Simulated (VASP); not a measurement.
# Settings for Sn: self-consistent run

Sn, P-1 (no. 2), 2 atoms in the cell. PBE; PAW potentials Sn_d (PBE set). VASP 6.6.1. The atoms are moved at random off their ideal places.

Wanted: energy within 1 meV/atom; forces within 0.005 eV/Å; pressure within 0.1 GPa.

POSCAR:
```
Sn
1.0
    0.0000000000      3.2333428000      3.2333428000
    3.2333428000      0.0000000000      3.2333428000
    3.2333428000      3.2333428000      0.0000000000
Sn
2
Direct
    0.7509310000      0.7501920000      0.7492200000
    0.5042090000      0.4979520000      0.4995880000
```

## One numerical tag moved

| One numerical tag moved | Energy less reference (meV/atom) | Forces, largest deviation (eV/Å) | Pressure (GPa) | SCF iterations | Time (s) |
|---|---|---|---|---|---|
| default | 0.0 | 0.0000 | 3.82 | 13 | 88 |
| LMAXPAW = -1 | 1.4 | 0.0002 | 3.84 | 13 | 144 |
| WEIMIN = 0.0 | 0.0 | 0.0000 | 3.82 | 13 | 117 |
| EBREAK = 1e-10 | 0.0 | 0.0000 | 3.83 | 13 | 116 |
| LMAXPAW = 0 | -0.7 | 0.0005 | 3.81 | 13 | 137 |
| DEPER = 0.6 | 0.0 | 0.0000 | 3.83 | 14 | 139 |
| NDAV = 2 | 0.0 | 0.0000 | 3.82 | 13 | 133 |
| LDIAG = F | 0.0 | 0.0000 | 3.82 | 13 | 172 |
| LASYNC = T | 0.0 | 0.0000 | 3.82 | 13 | 121 |

Chosen: default; no other choice that stays within half of the tolerance saves 30 % of the time.

## The input

INCAR:
```
PREC = Accurate ; ENCUT = 520
EDIFF = 1E-7 ; ISMEAR = 1
SIGMA = 0.1 ; LREAL = F
LASPH = T ; ALGO = Normal
NELM = 100 ; ISIF = 2
LWAVE = F ; LCHARG = F
```

KPOINTS:
```
k-points
0
Gamma
  6 6 6
```

Commands:
```
cat potpaw_PBE.64/Sn_d/POTCAR > POTCAR
mpirun -np 1 vasp_std > vasp.out
```

The chosen input took VASP 6.6.1 88 s on 1 core (AMD EPYC 9R45 (Zen 5)), a shared host.
